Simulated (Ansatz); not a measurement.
# Al3GaN4: the cost of one run

Method: DFT r2SCAN, scalar-relativistic, plane waves, PAW, in Ansatz 0.2.0.

2 further runs of the same task are left out: 2 set aside as unsound or not needed.

## (1) Starting point

Symmetry: P-43m, No. 215, cubic system. Conventional cell: a = 4.401 Å, b = 4.401 Å, c = 4.401 Å, α = 90.00°, β = 90.00°, γ = 90.00°. Around Al (site symmetry -42m) lie 4 N at 1.89 Å. Ga (site symmetry -43m) is surrounded by 4 N at 1.95 Å. N (site symmetry 3m) is surrounded by 3 Al at 1.89 Å and 1 Ga at 1.95 Å.

Coordinates:

```xyz
8
Lattice="4.4012 0.0000 0.0000 0.0000 4.4012 0.0000 0.0000 0.0000 4.4012" Properties=species:S:1:pos:R:3 pbc="T T T"
Al    2.2006    2.2006    0.0000
Al    2.2006    0.0000    2.2006
Al    0.0000    2.2006    2.2006
Ga    0.0000    0.0000    0.0000
N     3.2765    3.2765    1.1247
N     3.2765    1.1247    3.2765
N     1.1247    3.2765    3.2765
N     1.1247    1.1247    1.1247
```

It goes back to an entry of the Materials Project, which need not be the stable form.

This cell was relaxed beforehand with the same method: volume 10.66 Å³/atom, gap on the mesh 4.01 eV.

The unstrained cell comes from an earlier run at this level (8 atoms, E(σ→0) -6961.6845 eV, gap 4.00 eV over the zone).

## (2) At -1.5 %

File input.yaml:

```yaml
crystal:
  lattice:
    - [4.3352187341, 0.0, 0.0]
    - [0.0, 4.3352187341, 0.0]
    - [0.0, 0.0, 4.4408484291]
  atoms:
    - { symbol: Al, position: [0.5, 0.5, 0.0] }
    - { symbol: Al, position: [0.5, 0.0, 0.5] }
    - { symbol: Al, position: [0.0, 0.5, 0.5] }
    - { symbol: Ga, position: [0.0, 0.0, 0.0] }
    - { symbol: "N", position: [0.7444581597, 0.7444581597, 0.2555418403] }
    - { symbol: "N", position: [0.7444581597, 0.2555418403, 0.7444581597] }
    - { symbol: "N", position: [0.2555418403, 0.7444581597, 0.7444581597] }
    - { symbol: "N", position: [0.2555418403, 0.2555418403, 0.2555418403] }
basis:
  ecutwfc: 500
kpoints:
  mp_grid: { grid: [6, 6, 6] }
hamiltonian:
  xc: r2scan
scf:
  occupations: { method: gaussian, width: 0.02 }
output:
  forces: true
  stress: true
  eigenvalues: true
relax:
  adjacent_minimum: "off"
  f_tol: 0.008
  max_steps: 40
  cell: { stress_tol: 0.015, fix: [a, b, gamma] }
```

Launch:

```
$ ansatz run input.yaml --threads 2 --pin off --max-ram 5120MiB --backend cpu --events-out ev --progress --plain --runs-dir out
```

**Question.** How long does this run take on 2 threads of Intel Xeon at 2.50GHz (Skylake/Cascade Lake), shared host, and how much memory does it need?

About 71 s, with a peak of 0.55 GiB.
